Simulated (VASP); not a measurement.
Write the native input for VASP 6.6.1 that does the following.

```yaml
Task: core levels
Functional: PBEsol
Potentials_or_basis: VASP PAW PBE potentials, release 64 (Hf_pv, Si)
Cutoff: 300 eV
k_mesh: 9 × 9 × 4
Occupations: methfessel-paxton, width 0.1 eV
Spin: no spin polarisation
Further_INCAR_settings: ALGO = Fast; EDIFF = 1e-06
```

The structure of HfSi2 lies in POSCAR:

```
HfSi2
1.0
    1.8360000000     -7.2850000000      0.0000000000
    1.8360000000      7.2850000000      0.0000000000
    0.0000000000      0.0000000000      7.2820000000
Hf Si
4 8
Direct
    0.8940000000      0.1060000000      0.1250000000
    0.8940000000      0.1060000000      0.6250000000
    0.1060000000      0.8940000000      0.3750000000
    0.1060000000      0.8940000000      0.8750000000
    0.5590000000      0.4410000000      0.1250000000
    0.5590000000      0.4410000000      0.6250000000
    0.4410000000      0.5590000000      0.3750000000
    0.4410000000      0.5590000000      0.8750000000
    0.2500000000      0.7500000000      0.1250000000
    0.2500000000      0.7500000000      0.6250000000
    0.7500000000      0.2500000000      0.3750000000
    0.7500000000      0.2500000000      0.8750000000
```

The input as run:

INCAR

```
PREC     = Accurate       # precision mode
ENCUT    = 300            # plane-wave cutoff, eV
EDIFF    = 1E-6           # SCF threshold, eV
ISMEAR   = 1              # smearing method
SIGMA    = 0.1            # smearing width, eV
LREAL    = False          # projectors in reciprocal space
LASPH    = True           # aspherical terms in the spheres
NELM     = 60             # most SCF steps
ALGO     = Fast           # electronic algorithm
ISIF     = 2              # what is computed and relaxed
LWAVE    = False          # write WAVECAR
LCHARG   = False          # write CHGCAR
GGA      = PS             # functional
ICORELEVEL= 1            
KPAR     = 4
```

KPOINTS

```
regular mesh
0
Gamma
  9 9 4
```

Potentials or basis: VASP PAW PBE potentials, release 64 (Hf_pv, Si).

Command:

```sh
$ cat potpaw_PBE.64/Hf_pv/POTCAR potpaw_PBE.64/Si/POTCAR > POTCAR
$ mpirun -np 4 vasp_std > vasp.out
```

Results of the run:

| Item | Value |
| --- | --- |
| Pressure | -3.0 GPa |
| Largest force | 0.625 eV/Å |
| Band gap on the k mesh | none (metal or under the smearing width) |

Caveat: the cutoff is under 1.25 times the usual one of these potentials, so pressure, stress and relaxed cells hold a basis-set (Pulay) error; the PAW data sets were made with another functional, which shifts forces and pressure a little.

Wall time 120 s on 4 MPI ranks on Intel(R) Xeon(R) Platinum 8488C (Sapphire Rapids) (shared host), peak memory 0.39 GiB a rank.
